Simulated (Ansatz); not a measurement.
**TePb: strain and displacement**

```
Te Pb
1.0
     0.00000    3.22700    3.22700
     3.22700    0.00000    3.22700
     3.22700    3.22700    0.00000
Te Pb
1 1
Direct
  0.50000 0.50000 0.50000
  0.00000 0.00000 0.00000
```

Atoms are numbered in the order listed.

The cell is COD entry 9008696, as deposited and not checked against the literature; nothing was relaxed.

Spin–orbit coupling is left out, though it moves levels of the heavy atoms by tenths of an eV or more.

The calculation used DFT, PBE, all-electron PAW with datasets made for the crystal, scalar-relativistic (Ansatz 0.2.0).

The runs use a Γ-centred 10×10×10 k mesh, Fermi–Dirac smearing of 0.03 eV, cutoff 240 eV (chosen by the program for this cell), no spin polarisation.

The unchanged cell is at 2.32 GPa, so energy changes include a term −P ΔV where the volume moves.

x, y and z are the Cartesian axes of the cell as listed; fractional coordinates follow a strain, and an engineering shear is twice the off-diagonal strain component.

Vzz stands for the principal value of largest size of the field-gradient tensor, whatever its axis.

Spin–orbit coupling is left out, which moves gradients at and beside heavy atoms by some per cent and at worst by a factor of two.

Q: One change gave: energy change +4 meV/atom; stress change (xx, yy, zz, yz, xz, xy) 0.01, 0.01, 0.01, -0.44, -0.44, -0.44 GPa, compression positive; Vzz in 10²¹ V/m²: Te1 0 → 3.40 (η = 0.00), Pb2 0 → -0.50 (η = 0.00); gap on the k mesh 0.72 → 0.39 eV. Which change was it?
A. atom 2 (Pb) moved by (0.0000, 0.0000, 0.2000) Å
B. equal xy, yz and zx engineering shear strains of +3 %
C. x and y strained by -3 %, z held

A: B. For x and y strained by -3 %, z held: energy change +58 meV/atom; stress change (xx, yy, zz, yz, xz, xy) 5.09, 5.09, 0.40, 0.00, 0.00, 0.00 GPa, compression positive; Vzz in 10²¹ V/m²: Te1 0 → 1.49 (η = 0.00), Pb2 0 → 10.92 (η = 0.00); gap on the k mesh 0.72 → 0.52 eV. For atom 2 (Pb) moved by (0.0000, 0.0000, 0.2000) Å: energy change +10 meV/atom; stress change (xx, yy, zz, yz, xz, xy) -0.03, -0.03, 1.57, 0.00, 0.00, 0.00 GPa, compression positive; change of the force on Pb2 (0.000, 0.000, -0.257) eV/Å; Vzz in 10²¹ V/m²: Te1 0 → 0.95 (η = 0.00), Pb2 0 → -8.11 (η = 0.00); gap on the k mesh 0.72 → 0.92 eV.

Q: What force constant does this one finite step give for Pb2 along its displacement (all its periodic images move with it)?

A: k = −ΔF·u/|u|² = 1.29 eV/Å², so the force pulls the atom back.
